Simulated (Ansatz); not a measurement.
# Electric field gradients in Si under strain

The cell is an entry of the Crystallography Open Database (COD), relaxed with PBE at fixed cell and then changed (z stretched by 2 %, ions relaxed).

```yaml
crystal:
  lattice:
    - [0.00000, 2.71535, 2.76966]
    - [2.71535, 0.00000, 2.76966]
    - [2.71535, 2.71535, 0.00000]
  atoms:
    - { symbol: Si, position: [0.00000, 0.00000, 0.00000] }
    - { symbol: Si, position: [0.25000, 0.25000, 0.25000] }
```

Sites (sets of like atoms) are named by element and the number of their first atom in this list.

All values are calculated (Ansatz; DFT, PBE, plane waves and PAW, scalar-relativistic, 420 eV cutoff, Γ-centred 14×14×14 k-points, Fermi–Dirac smearing 0.02 eV), not measured.

C_Q = eQV_zz/h, which is 24.18 MHz for Q = 1 b and V_zz = 10²¹ V/m²; η = (V_xx − V_yy)/V_zz.

Question: Which values are expected at the nuclei?

Answer: 

```json
{"site": "Si", "atoms (order as listed)": "1, 2", "first shell": "4 Si at 2.37 Å", "V_zz (10²¹ V/m²)": "-0.016", "η": "0.00", "C_Q (MHz)": "–"}
```

An axis of threefold or higher order runs through Si, so V_zz lies along it and η is zero.

Si has no stable isotope with a ground-state quadrupole moment in the table, so no C_Q is given.

The relaxation (1 step) took 3.6 s of wall time (3.6 s of CPU time) and 0.43 GiB at its peak, on 1 thread of Intel Xeon 6975P-C (Granite Rapids) (x86_64; 16 cores open to the job, memory cap 3.0 GiB, no GPU), a shared host with a load of 0.1 a core.
